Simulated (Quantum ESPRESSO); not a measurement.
Crystal: MoS2.

```
Mo S
1.0
     3.56395    0.00000    0.00000
    -1.78197    3.08647    5.74939
     1.78197   -3.08647    5.74939
Mo S
2 4
Direct
  0.00000 0.00000 0.00000
  0.00000 0.50000 0.50000
  0.33333 0.45933 0.79267
  0.66667 0.54067 0.20733
  0.33333 0.95933 0.29267
  0.66667 0.04067 0.70733
```

Measurements of this composition are mostly on another form, of space group No. 194.

Program: Quantum ESPRESSO 7.5. Alike in all runs: task single point; potentials or basis GBRV 1.5 PBEsol; spin collinear, antiferromagnetic start; cell as given; k mesh 4 × 4 × 4; cutoff (eV) 612; smearing gaussian 0.05 eV; the mesh is coarse, so values aren't converged.

**Question.** Order these runs on this cell by their pressure, lowest first.
A. level PBEsol
B. level PBEsol+U; U Mo d U = 2 eV
C. level PBEsol+U; U Mo d U = 8 eV
D. level PBEsol+U; U Mo d U = 4 eV
E. level PBEsol+U; U Mo d U = 6 eV

**Answer.** A (-15.6 GPa), B (-10.9 GPa), D (-7.9 GPa), E (-5.3 GPa), C (-3.0 GPa).

Caveats: all runs use coarse meshes.
